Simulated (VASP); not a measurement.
# C (Fd-3m) in VASP: notebook, part 2 of 2

VASP 6.6.1.

## Step 3: G0W0 quasiparticle levels, PBE

File POSCAR:

```
C
1.0
    0.0000000000      1.7833700000      1.7833700000
    1.7833700000      0.0000000000      1.7833700000
    1.7833700000      1.7833700000      0.0000000000
C
2
Direct
    0.7500000000      0.7500000000      0.7500000000
    0.5000000000      0.5000000000      0.5000000000
```

File INCAR.step1:

```
SYSTEM = C
ALGO = Normal ; EDIFF = 1E-8
ENCUT = 450 ; GGA = PE
ISMEAR = 0 ; LASPH = .TRUE.
LCHARG = .FALSE. ; LREAL = .FALSE.
LWAVE = .TRUE. ; NELM = 60
PREC = Accurate ; SIGMA = 0.01
```

File INCAR.step2:

```
SYSTEM = C
ALGO = Exact ; EDIFF = 1E-8
ENCUT = 450 ; GGA = PE
ISMEAR = 0 ; ISTART = 1
LASPH = .TRUE. ; LCHARG = .FALSE.
LOPTICS = .TRUE. ; LREAL = .FALSE.
LWAVE = .TRUE. ; NBANDS = 72
NELM = 1 ; PREC = Accurate
SIGMA = 0.01
```

File INCAR.step3:

```
SYSTEM = C
ALGO = EVGW0 ; EDIFF = 1E-8
ENCUT = 450 ; ENCUTGW = 150
GGA = PE ; ISMEAR = 0
ISTART = 1 ; LASPH = .TRUE.
LCHARG = .FALSE. ; LREAL = .FALSE.
LWAVE = .FALSE. ; NBANDS = 72
NBANDSGW = 12 ; NELMGW = 1
NOMEGA = 48 ; PREC = Accurate
PRECFOCK = Fast ; SIGMA = 0.01
```

File KPOINTS:

```
k-points
0
G
  3 3 3
  0 0 0
```

Potentials or basis: VASP PAW PBE potentials, release 64 (C_GW).

Started as:

```sh
cat potpaw_PBE.64/C_GW/POTCAR > POTCAR
cp INCAR.step1 INCAR
mpirun -np 1 vasp_std > vasp.out
cp INCAR.step2 INCAR
mpirun -np 1 vasp_std > vasp.out
cp INCAR.step3 INCAR
mpirun -np 1 vasp_std > vasp.out
```

OUTCAR:

```text
SYSTEM = C
   EDIFF = 1E-8
   ENCUT = 450
   ENCUTGW = 150
   GGA = PE
   ISMEAR = 0
   ISTART = 1
   LASPH = .TRUE.
   LREAL = .FALSE.
   NELMGW = 1
   PREC = Accurate
   PRECFOCK = Fast

 Found      4 irreducible k-points:

 Following reciprocal coordinates:
            Coordinates               Weight
  0.000000  0.000000  0.000000      1.000000
  0.333333  0.000000  0.000000      8.000000
  0.333333  0.333333  0.000000      6.000000
 -0.333333  0.333333  0.000000     12.000000
   k-points           NKPTS =      4   k-points in BZ     NKDIM =     27   number of bands    NBANDS=     72
   number of dos      NEDOS =    301   number of ions     NIONS =      2
   total plane-waves  NPLWV =   5832
   dimension x,y,z NGX =    18 NGY =   18 NGZ =   18
   dimension x,y,z NGXF=    36 NGYF=   36 NGZF=   36
   ions per type =               2
   NGX,Y,Z   is equivalent  to a cutoff of  11.86, 11.86, 11.86 a.u.
   NGXF,Y,Z  is equivalent  to a cutoff of  23.73, 23.73, 23.73 a.u.
 SYSTEM =  C
   PREC   = accura    normal or accurate (medium, high low for compatibility)
   ISTART =      1    job   : 0-new  1-cont  2-samecut
   ICHARG =      0    charge: 1-file 2-atom 10-const
   ISPIN  =      1    spin polarized calculation?
   LNONCOLLINEAR =      F non collinear calculations
   LSORBIT =      F    spin-orbit coupling
   LASPH  =      T    aspherical Exc in radial PAW
   ENCUT  =  450.0 eV  33.07 Ry    5.75 a.u.   4.36  4.36  4.36*2*pi/ulx,y,z
   NELM   =     60;   NELMIN=  2; NELMDL=  0     # of ELM steps
   EDIFF  = 0.1E-07   stopping-criterion for ELM
   LREAL  =      F    real-space projection
   EDIFFG = 0.1E-06   stopping-criterion for IOM
   NSW    =      0    number of steps for IOM
   IBRION =     -1    ionic relax: 0-MD 1-quasi-New 2-CG
   NFREE  =      0    steps in history (QN), initial steepest desc. (CG)
   ISIF   =      0    stress and relaxation
   ISYM   =      3    0-nonsym 1-usesym 2-fastsym
   POTIM  = 0.5000    time-step for ionic-motion
   TEBEG  =    0.0;   TEEND  =   0.0 temperature during run
   PSTRESS=    0.0 pullay stress
   NELECT =       8.0000    total number of electrons
   NUPDOWN=      -1.0000    fix difference up-down
   EMIN   =  10.00;   EMAX   =-10.00  energy-range for DOS
   EFERMI =   0.00;   METHOD = LEGACY
   ISMEAR =     0;   SIGMA  =   0.01  broadening in eV -4-tet -1-fermi 0-gaus
   EFERMI_NEDOS =   21; number of points for ismear=-14 and -15
   IALGO  =     38    algorithm
   IMIX   =      4    mixing-type and parameters
     AMIX     =   0.40;   BMIX     =  1.00
     AMIX_MAG =   1.60;   BMIX_MAG =  1.00
  volume/ion in A,a.u.               =       5.67        38.28
  Fermi-wavevector in a.u.,A,eV,Ry     =   1.457203  2.753714 28.891161  2.123440
  Thomas-Fermi vector in A             =   2.574032
   LORBIT       =      0    0 simple, 1 ext, 2 COOP (PROOUT), +10 PAW based schemes
   GGA     = PE    functional components
   LHFCALC =     T    Hartree Fock is set to
   PRECFOCK=fast      Normal, Fast or Accurate (Low or Medium for compatibility)
   ENCUT4O =  -1.0   cutoff for four orbital integrals eV
   NKREDX  =     1    reduce k-point grid by
   NKREDY  =     1    reduce k-point grid by
   NKREDZ  =     1    reduce k-point grid by
   AEXX    =    1.0000 exact exchange contribution
   HFSCREEN=    0.0000 screening length (either q_TF or 0.3 A-1)
   HFSCREENC=   0.0000 screening length for correlation (either q_TF or 0.3 A-1)
   ENCUTFOCK=  -1.0 apply spherical cutoff to Coloumb kernel
   IVDW    =     0    specifies the selected vdW correction
   LEPSILON=     F    determine dielectric tensor
   LRPA    =     F    only Hartree local field effects (RPA)
   LRPAFORCE           =     F    calculate RPA forces
   ENCUTGW             = 150.0    cutoff for response function in eV
   ENCUTGWSOFT         = 120.0    soft cutoff for Coulomb kernel in GW response function in eV
   ENCUTLF             =  -1.0    cutoff for local field effects
   NELMGW              =     1    number of iterations in solving QP/BSE equation
   NELMHF              =     1    number of iterations in the inner HF iteration
   NKREDLFX            =     1    NKREDLFY  =   1   NKREDLFZ  =   1
 non-spin polarized calculation
 Gauss-broadening in eV      SIGMA  =   0.01
  energy-cutoff  :      450.00
  volume of cell :       11.34
 maximum number of plane-waves:       259
 NGX is ok and might be reduce to    18
  NGX = 10; NGY = 10; NGZ = 10
   NGX =  9   NGY =  9   NGZ =  9
 maximum number of plane-waves:        59

 QP shifts <psi_nk| G(iteration)W_0 |psi_nk>: iteration 1
 for sc-GW calculations column KS-energies equals QP-energies in previous step
 and V_xc(KS)=  KS-energies - (<T + V_ion + V_H > + <T+V_H+V_ion>^1  + <V_x>^1)

 k-point   1 :       0.0000    0.0000    0.0000
  band No.  KS-energies  QP-energies   sigma(KS)   V_xc(KS)     V^pw_x(r,r')   Z            occupation Imag(sigma)

      1     -11.6473     -13.2447     -16.8994     -14.7556     -25.3472       0.7451       2.0000       1.4329
      2       9.8679       9.2897     -17.5220     -16.8171     -19.9899       0.8204       2.0000       0.1000
      3       9.8679       9.2897     -17.5220     -16.8171     -19.9899       0.8204       2.0000       0.1000
      4       9.8679       9.2897     -17.5220     -16.8171     -19.9899       0.8204       2.0000       0.1000
      5      15.4341      16.4308     -14.2812     -15.5106      -8.7983       0.8107       0.0000      -0.1185
      6      15.4341      16.4308     -14.2812     -15.5106      -8.7983       0.8107       0.0000      -0.1185
      7      15.4341      16.4308     -14.2812     -15.5106      -8.7983       0.8107       0.0000      -0.1185
      8      23.1878      24.0768     -15.2174     -16.3713      -7.5094       0.7705       0.0000      -0.3199
      9      29.1228      29.2647     -11.6024     -11.7768      -4.2105       0.8135       0.0000      -0.4459
     10      36.3294      37.1748     -12.8372     -13.8641      -5.7988       0.8233       0.0000      -0.5523
     11      36.3294      37.1748     -12.8372     -13.8641      -5.7988       0.8233       0.0000      -0.5523
     12      37.3230      37.7463     -10.9272     -11.4342      -3.1747       0.8349       0.0000      -1.0262

 k-point   2 :       0.3333    0.0000    0.0000
  band No.  KS-energies  QP-energies   sigma(KS)   V_xc(KS)     V^pw_x(r,r')   Z            occupation Imag(sigma)

      1      -8.6289     -10.1524     -17.0114     -15.0095     -24.6269       0.7610       2.0000       1.0589
      2       0.4696      -0.6670     -16.7998     -15.3535     -21.4005       0.7859       2.0000       0.2648
      3       7.5428       6.8434     -17.3133     -16.4522     -20.2433       0.8121       2.0000       0.1227
      4       7.5428       6.8434     -17.3133     -16.4522     -20.2433       0.8121       2.0000       0.1227
      5      18.1214      19.1799     -14.1400     -15.4507      -8.1198       0.8076       0.0000      -0.1494
      6      18.1214      19.1799     -14.1400     -15.4507      -8.1198       0.8076       0.0000      -0.1494
      7      18.4168      19.2045     -14.6592     -15.6419      -8.5146       0.8015       0.0000      -0.1574
      8      25.1074      26.0977     -13.6993     -14.9668      -5.9266       0.7812       0.0000      -0.3602
      9      30.7909      31.2856     -12.3117     -12.9350      -4.4913       0.7937       0.0000      -0.5397
     10      33.0309      33.7129     -12.2354     -13.0677      -5.0454       0.8194       0.0000      -0.5466
     11      33.0309      33.7129     -12.2354     -13.0677      -5.0454       0.8194       0.0000      -0.5466
     12      35.1274      35.7706     -12.4872     -13.3115      -3.9894       0.7803       0.0000      -0.7766

 k-point   3 :       0.3333    0.3333    0.0000
  band No.  KS-energies  QP-energies   sigma(KS)   V_xc(KS)     V^pw_x(r,r')   Z            occupation Imag(sigma)

      1      -7.6236      -9.1327     -17.0231     -15.0716     -24.3425       0.7733       2.0000       0.9780
      2       2.6743       1.5946     -17.5776     -16.2088     -21.8302       0.7888       2.0000       0.2104
      3       4.5424       3.6577     -16.9660     -15.8618     -20.5574       0.8013       2.0000       0.1574
      4       4.5424       3.6577     -16.9660     -15.8618     -20.5574       0.8013       2.0000       0.1574
      5      13.9803      14.5279     -13.5073     -14.1743      -8.1934       0.8211       0.0000      -0.1159
      6      17.5557      18.0260     -12.5483     -13.1240      -6.5909       0.8168       0.0000      -0.1485
      7      23.9194      25.2943     -14.8604     -16.6162      -7.4123       0.7831       0.0000      -0.2991
      8      23.9194      25.2943     -14.8604     -16.6162      -7.4123       0.7831       0.0000      -0.2991
      9      31.1641      32.1547     -14.2723     -15.5517      -5.9042       0.7742       0.0000      -0.6362
     10      33.0659      33.8973     -12.9414     -14.0015      -4.4506       0.7842       0.0000      -0.6576
     11      41.5289      42.4544     -12.7701     -13.8928      -5.1706       0.8243       0.0000      -0.9915
     12      44.4728      45.0229     -11.8156     -12.5072      -3.1983       0.7954       0.0000      -1.2420

 k-point   4 :      -0.3333    0.3333    0.0000
  band No.  KS-energies  QP-energies   sigma(KS)   V_xc(KS)     V^pw_x(r,r')   Z            occupation Imag(sigma)

      1      -4.2127      -5.6302     -17.4779     -15.6623     -23.8906       0.7808       2.0000       0.6513
      2      -1.0910      -2.3498     -17.2827     -15.6693     -22.6185       0.7802       2.0000       0.3807
      3       0.4601      -0.6447     -16.1256     -14.7311     -20.4133       0.7922       2.0000       0.2420
      4       5.1713       4.3087     -17.0874     -16.0176     -20.5476       0.8063       2.0000       0.1466
      5      16.1747      16.7442     -13.1364     -13.8331      -7.4417       0.8174       0.0000      -0.1330
      6      22.7827      24.1072     -14.5755     -16.2645      -7.3004       0.7842       0.0000      -0.2721
      7      23.3949      24.5404     -14.3415     -15.8044      -6.9698       0.7830       0.0000      -0.2853
      8      24.8609      26.0631     -14.7184     -16.2715      -6.8366       0.7741       0.0000      -0.3649
      9      26.7823      27.4763     -12.9143     -13.7675      -6.2290       0.8134       0.0000      -0.2857
     10      33.5173      34.1712     -12.1314     -12.9221      -5.2095       0.8270       0.0000      -0.5129
     11      34.6985      35.7903     -13.7536     -15.1757      -4.6899       0.7677       0.0000      -0.8067
     12      43.6201      44.0277     -11.5187     -12.0205      -3.2034       0.8122       0.0000      -1.1996
```

It used 2.7 s of CPU time on 1 thread of Intel(R) Xeon(R) 6975P-C (Granite Rapids) (shared host), which was overloaded at the time.

These settings aren't checked as converged: the numbers below hold their error.

What came out:

```
Band gap on the k mesh, mean-field level : 4.11 eV, indirect (least direct gap 5.57 eV)
Quasiparticle gap                        : 5.24 eV
Least direct quasiparticle gap           : 7.14 eV
```

Caveat: the k mesh is coarse (spacing up to 1.02 Å⁻¹), so the values aren't converged; the cutoff is under 1.25 times the usual one of these potentials, so pressure, stress and relaxed cells hold a basis-set (Pulay) error; bands, screening cutoff and mesh are small and nothing is extrapolated, so the quasiparticle values aren't converged; an odd mesh through Γ misses points on the zone boundary, where band edges often lie.

## Step 4: Relaxation of cell and atoms, r2SCAN-EpsX

POSCAR is that of step 3.

File INCAR.step1:

```
SYSTEM = C
  PREC = Accurate
  ENCUT = 600
  EDIFF = 1E-8
  ISMEAR = -1
  SIGMA = 0.05
  LREAL = .False.
  LASPH = .True.
  NELM = 80
  ALGO = Normal
  LWAVE = .False.
  LCHARG = .False.
  GGA = PE
  LEPSILON = .True.
```

File KPOINTS.step1:

```
Automatic mesh
0
G
  13 13 13
  0 0 0
```

File INCAR.step2:

```
SYSTEM = C
  PREC = Accurate
  ENCUT = 600
  EDIFF = 1E-5
  ISMEAR = -1
  SIGMA = 0.05
  LREAL = .False.
  LASPH = .True.
  NELM = 80
  ALGO = Normal
  LWAVE = .True.
  LCHARG = .False.
  GGA = PE
```

File KPOINTS.step2:

```
Automatic mesh
0
Gamma
  7 7 7
  0 0 0
```

File INCAR.step3:

```
SYSTEM = C
  PREC = Accurate
  ENCUT = 600
  EDIFF = 1E-6
  ISMEAR = -1
  SIGMA = 0.05
  LREAL = .False.
  LASPH = .True.
  NELM = 80
  ALGO = Normal
  ISIF = 3
  LWAVE = .False.
  LCHARG = .False.
  METAGGA = R2SCAN
  LHFCALC = .True.
  AEXX = 0.171
  LMIXTAU = .True.
  PRECFOCK = Normal
  IBRION = 2
  NSW = 60
  EDIFFG = -0.02
  ISTART = 1
```

File KPOINTS.step3:

```
Automatic mesh
0
Gamma
  7 7 7
  0 0 0
```

Potentials or basis: VASP PAW PBE potentials, release 64 (C).

Started as:

```sh
cat potpaw_PBE.64/C/POTCAR > POTCAR
cp INCAR.step1 INCAR
cp KPOINTS.step1 KPOINTS
mpirun -np 1 vasp_std > vasp.out
cp INCAR.step2 INCAR
cp KPOINTS.step2 KPOINTS
mpirun -np 1 vasp_std > vasp.out
cp INCAR.step3 INCAR
cp KPOINTS.step3 KPOINTS
mpirun -np 1 vasp_std > vasp.out
```

Wall time 12 min (1 thread of Intel Xeon Platinum 8488C (Sapphire Rapids), shared host); peak memory 0.16 GiB.

It converged, with:

- Free energy: -22.0698 eV
- Relaxed volume: 5.58 Å³/atom
- Relaxed cell: a = 2.508 Å, b = 2.508 Å, c = 2.508 Å, α = 60.00°, β = 60.00°, γ = 60.00°
- Space group after relaxing (to 0.05 Å): Fd-3m (No. 227)
- Energy gained by relaxing: 2.3 meV/atom
- Ionic steps: 3
- Pressure after relaxing: 0.0 GPa
- Band gap on the k mesh: 5.74 eV, indirect (least direct gap 7.24 eV)

Step by step:
| step | energy change (eV) | largest force (eV/Å) | pressure (GPa) | volume (Å³) |
| --- | --- | --- | --- | --- |
| 1 | 0.0000 | 0.0000 | -7.70 | 11.34 |
| 2 | 0.0041 | 0.0000 | 11.18 | 10.90 |
| 3 | -0.0046 | 0.0000 | -0.03 | 11.16 |

Final structure:
```yaml
crystal:
  lattice:
    - [0.00000, 1.77347, 1.77347]
    - [1.77347, 0.00000, 1.77347]
    - [1.77347, 1.77347, 0.00000]
  atoms:
    - { symbol: C, position: [0.75000, 0.75000, 0.75000] }
    - { symbol: C, position: [0.50000, 0.50000, 0.50000] }
```

Levels at points of the mesh, in eV from the valence-band top:
```
           k point  band 1  band 2  band 3  band 4  band 5  band 6  band 7  band 8
(0.00, 0.00, 0.00)  -24.08    0.00    0.00    0.00    7.24    7.24    7.24   15.91
```

Caveat: the k mesh is coarse (spacing up to 0.44 Å⁻¹), so the values aren't converged, least of all with exact exchange; the PAW data sets were made with another functional, which shifts forces and pressure a little; an odd mesh through Γ misses points on the zone boundary, where band edges often lie.
